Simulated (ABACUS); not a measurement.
# V (Im-3m) in ABACUS: reference runs

Aim: a first look at V with PBE, on the cell as given and on a disturbed one.

Program: ABACUS 3.10.1. These are calculated values, not measurements. Logs are shortened: lines on timing, memory, paths and dates and some standing lists are left out, and cuts for length are marked.

### Step 1. Starting point

The structure is cubic, space group Im-3m (No. 229). Conventional cell: a = 3.029 Å, b = 3.029 Å, c = 3.029 Å, α = 90.00°, β = 90.00°, γ = 90.00°. V (site symmetry m-3m) is surrounded by 8 V at 2.62 Å.

### Step 2. Single point, PBE, collinear spin, ferromagnetic start

INPUT reads:

```
INPUT_PARAMETERS
suffix              V
calculation         scf
basis_type          pw
pseudo_dir          ./
symmetry            1
dft_functional      pbe
ecutwfc             84
pseudo_rcut         10
nspin               2
nbands              12
ks_solver           dav
smearing_method     fd
smearing_sigma      0.00367493
scf_thr             1e-08
scf_nmax            100
mixing_type         broyden
mixing_beta         0.4
cal_force           1
cal_stress          1
out_chg             1
out_pot             2
out_elf             1
```

STRU reads:

```
ATOMIC_SPECIES
V 50.9415 V.upf

LATTICE_CONSTANT
1.8897261246

LATTICE_VECTORS
-1.5143500000 1.5143500000 1.5143500000
1.5143500000 -1.5143500000 1.5143500000
1.5143500000 1.5143500000 -1.5143500000

ATOMIC_POSITIONS
Direct

V
0.0
1
0.0000000000 0.0000000000 0.0000000000 1 1 1 mag 2
```

KPT reads:

```
K_POINTS
0
Gamma
12 12 12 0 0 0
```

Potentials or basis: PseudoDojo NC SR 0.4.1 PBE standard, plane waves.

On the command line:

```sh
> OMP_NUM_THREADS=1 mpirun -np 4 abacus > log
```

running log:

```text
ABACUS v3.10.1

               Atomic-orbital Based Ab-initio Computation at UStc

 ------------------------------------------------------------------------------------

 READING GENERAL INFORMATION
                           global_out_dir = OUT.V/
                           global_in_card = INPUT
                               pseudo_dir = ./
                              orbital_dir =
                                    DSIZE = 4
                                    GSIZE = 1

 READING UNITCELL INFORMATION
                                    ntype = 1
                  lattice constant (Bohr) = 1.88973
              lattice constant (Angstrom) = 1

 READING ATOM TYPE 1
                               atom label = V
                      L=0, number of zeta = 1
                      L=1, number of zeta = 1
                      L=2, number of zeta = 1
             number of atom for this type = 1
               magnetization of element 1 = 2

                        TOTAL ATOM NUMBER = 1
DIRECT COORDINATES
    atom                   x                   y                   z     mag                  vx                  vy                  vz
taud_V1            0.0000000000        0.0000000000        0.0000000000  2.0000        0.0000000000        0.0000000000        0.0000000000

                          Volume (Bohr^3) = 93.7423
                             Volume (A^3) = 13.8912

 Lattice vectors: (Cartesian coordinate: in unit of a_0)
             -1.51435            +1.51435            +1.51435
             +1.51435            -1.51435            +1.51435
             +1.51435            +1.51435            -1.51435
 Reciprocal vectors: (Cartesian coordinate: in unit of 2 pi/a_0)
                   +0           +0.330175           +0.330175
            +0.330175                  +0           +0.330175
            +0.330175           +0.330175                  +0
 The esolver type has been set to : ksdft_pw

                PAO radial cut off (Bohr) = 10

 Read in pseudopotential file is V.upf
                     pseudopotential type = NC
          exchange-correlation functional = PBE
                 nonlocal core correction = 1
                        valence electrons = 13
                                     lmax = 2
                           number of zeta = 4
                     number of projectors = 6
                           L of projector = 0
                           L of projector = 0
                           L of projector = 1
                           L of projector = 1
                           L of projector = 2
                           L of projector = 2
     initial pseudo atomic orbital number = 10
 The readin total magnetization is 2

[... 175 lines left out ...]
 number of pseudo atomic orbitals for V is 4
WARNING: norm of atomic wavefunction # 3 of atomic type V is 0.999996, renormalized
WARNING: norm of atomic wavefunction # 4 of atomic type V is 0.999746, renormalized

 -------------------------------------------
 SELF-CONSISTENT
 -------------------------------------------
                                 init_chg = atomic

 PW ALGORITHM --------------- ION=   1  ELEC=   1--------------------------------
 Notice: Threshold on eigenvalues was too large.
 hsover_error=0.13 > DRHO=0.0887394
 Origin diag ethr = 0.01
 New diag ethr = 0.00068261
          total magnetism (Bohr mag/cell) = 0.887625
       absolute magnetism (Bohr mag/cell) = 0.887633
                        nelec for spin up = 6.94381
                      nelec for spin down = 6.05619

 Density error is 0.0894692209512
                          Error Threshold = 0.000682610496326
----------------------------------------------------------
     Energy           Rydberg                 eV
----------------------------------------------------------
 E_KohnSham     -147.5901354354      -2008.0668105129
 E_Harris       -149.6457828374      -2036.0353282587
 E_Fermi        1.2530898586         17.0491621832
----------------------------------------------------------
[... 151 lines left out ...]
 Density error is 5.55979837563e-09
                          Error Threshold = 4.67116962755e-10
----------------------------------------------------------
     Energy           Rydberg                 eV
----------------------------------------------------------
 E_KohnSham     -147.6165450174      -2008.4261313103
 E_KS(sigma->0) -147.6158919723      -2008.4172461757
 E_Harris       -147.6168815257      -2008.4307097398
 E_band         -11.0789011626       -150.7361833907
 E_one_elec     -46.5625839673       -633.5164555592
 E_Hartree      29.2758556421        398.3184505582
 E_xc           -22.8698320515       -311.1600282028
 E_Ewald        -107.4586785505      -1462.0503278372
 E_entropy(-TS) -0.0013060902        -0.0177702692
 E_descf        0.0000000000         0.0000000000
 E_exx          0.0000000000         0.0000000000
 E_Fermi        1.1812542434         16.0717884965
----------------------------------------------------------

 charge density convergence is achieved
 final etot is -2008.4261313 eV
 EFERMI = 16.071788496 eV
The vacuum level is 15.12141853 eV

 STATE ENERGY(eV) AND OCCUPATIONS    NSPIN == 2
SPIN UP :
 1/72 kpoint (Cartesian) = 0.0000 0.0000 0.0000 (294 pws)
       1       -47.6818    0.000578704
       2       -21.0274    0.000578704
       3       -21.0274    0.000578704
       4       -21.0274    0.000578704
       5        9.53854    0.000578704
       6        16.4901    1.34571e-07
       7        16.4901    1.34571e-07
       8        16.4901    1.34571e-07
       9        18.4284    1.96290e-24
      10        18.4284    1.96290e-24
      11        36.3918        0.00000
      12        36.3918        0.00000
[... 57 lines left out ...]
 6/72 kpoint (Cartesian) = 0.13757 -0.13757 0.0000 (313 pws)
       1       -47.5186     0.00694444
       2       -21.7927     0.00694444
       3       -21.2679     0.00694444
       4       -21.0326     0.00694444
       5        12.9541     0.00694444
       6        15.0959     0.00694444
       7        16.9884    7.58067e-11
       8        18.4105    3.37501e-23
       9        18.7304    5.61772e-26
      10        19.7426    9.07376e-35
      11        26.8589        0.00000
      12        32.0982        0.00000

[... levels at 138 further k points ...]

------------------------------------------------------------------------------------------
 TOTAL-FORCE (eV/Angstrom)
------------------------------------------------------------------------------------------
                        V1         0.0000000000         0.0000000000         0.0000000000
------------------------------------------------------------------------------------------

----------------------------------------------------------------
 TOTAL-STRESS (KBAR)
----------------------------------------------------------------
       -52.7403124019         0.0000000000         0.0000000000
         0.0000000000       -52.7403124019        -0.0000000000
        -0.0000000000        -0.0000000000       -52.7403124019
----------------------------------------------------------------
 TOTAL-PRESSURE: -52.740312 KBAR

 --------------------------------------------
 !FINAL_ETOT_IS -2008.4261313103302200 eV
 --------------------------------------------
```

stdout:

```text
ABACUS v3.10.1

               Atomic-orbital Based Ab-initio Computation at UStc

%%%%%%%%%%%%%%%%%%%%%%%%%%%%%%%%%%%%%%%%%%%%%%%%%%%%%%%%%%%%%%%%%%%%%%%%%%%%%%%%%%%%%%%%%%%%%%%%%%%%%%%%%
 Warning: the number of valence electrons in pseudopotential > 5 for V: [Ar] 3d3 4s2
[... 36 lines left out ...]
 TOTAL-STRESS (KBAR)
----------------------------------------------------------------
       -52.7403124019         0.0000000000         0.0000000000
         0.0000000000       -52.7403124019        -0.0000000000
        -0.0000000000        -0.0000000000       -52.7403124019
----------------------------------------------------------------
 TOTAL-PRESSURE: -52.740312 KBAR
```

Wall time 15 s (4 MPI ranks of Intel Xeon 6975P-C (Granite Rapids), shared host); peak memory 0.24 GiB.

What came out:

```
Free energy            : -2008.4261 eV
Pressure               : -5.3 GPa
Band gap on the k mesh : none (metal or under the smearing width)
Net moment             : 0.00 μB per cell
Absolute moment        : 0.00 μB per cell
```

### Step 3. Single point, PBE, collinear spin, ferromagnetic start (cell strained at random at fixed volume)

INPUT: that of step 2 with these lines changed.

```diff
@@ -20,4 +20,2 @@
 cal_stress          1
-out_chg             1
-out_pot             2
-out_elf             1
+kpar                4
```

STRU reads:

```
ATOMIC_SPECIES
V 50.9415 V.upf

LATTICE_CONSTANT
1.8897261246

LATTICE_VECTORS
-1.5169890000 1.5201330000 1.5775550000
1.4987350000 -1.4780690000 1.5172360000
1.5065820000 1.4676620000 -1.5354910000

ATOMIC_POSITIONS
Direct

V
0.0
1
0.0102680000 0.0045550000 -0.0011910000 1 1 1 mag 2
```

KPT is that of step 2.

Potentials or basis: PseudoDojo NC SR 0.4.1 PBE standard, plane waves.

On the command line:

```sh
> OMP_NUM_THREADS=1 mpirun -np 4 abacus > log
```

Run time: 2 min. Hardware: 4 MPI ranks of Intel Xeon 6975P-C (Granite Rapids), shared host; peak memory 0.68 GiB.

The run converged. Its results:

```yaml
Free_energy: -2008.4223 eV
Pressure: -5.2 GPa
Band_gap_on_the_k_mesh: none (metal or under the smearing width)
Net_moment: 0.00 μB per cell
Absolute_moment: 0.00 μB per cell
```

Stress tensor (GPa, compression positive):
```
-4.42  0.03  0.34
 0.03 -3.97 -0.44
 0.34 -0.44 -7.13
```

Levels at points of the mesh, in eV from the Fermi level:
Spin up:
```
           k point  band 4  band 5  band 6  band 7  band 8  band 9
(0.00, 0.00, 0.00)  -37.08   -6.55    0.24    0.32    0.65    2.21
(0.50, 0.00, 0.00)  -37.09   -3.09   -1.05    1.22    2.31    2.80
(0.00, 0.50, 0.00)  -37.11   -3.08   -0.93    1.51    2.15    2.63
(0.50, 0.50, 0.00)  -37.12   -3.10   -1.28    1.63    2.54    2.79
(0.00, 0.00, 0.50)  -37.13   -3.10   -1.26    1.74    2.50    2.75
(0.50, 0.00, 0.50)  -37.09   -3.08   -0.97    1.31    2.23    2.71
(0.00, 0.50, 0.50)  -37.13   -3.08   -0.96    1.69    2.13    2.61
(0.50, 0.50, 0.50)  -37.63   -2.91   -2.82    3.42    3.63    3.73
```
Spin down:
| k point | band 5 | band 6 | band 7 | band 8 | band 9 |
| --- | --- | --- | --- | --- | --- |
| (0.00, 0.00, 0.00) | -6.54 | 0.24 | 0.33 | 0.66 | 2.21 |
| (0.50, 0.00, 0.00) | -3.09 | -1.05 | 1.23 | 2.32 | 2.81 |
| (0.00, 0.50, 0.00) | -3.07 | -0.93 | 1.51 | 2.16 | 2.63 |
| (0.50, 0.50, 0.00) | -3.10 | -1.28 | 1.63 | 2.54 | 2.80 |
| (0.00, 0.00, 0.50) | -3.10 | -1.26 | 1.75 | 2.51 | 2.75 |
| (0.50, 0.00, 0.50) | -3.08 | -0.96 | 1.31 | 2.23 | 2.71 |
| (0.00, 0.50, 0.50) | -3.07 | -0.95 | 1.69 | 2.14 | 2.61 |
| (0.50, 0.50, 0.50) | -2.91 | -2.82 | 3.42 | 3.64 | 3.73 |
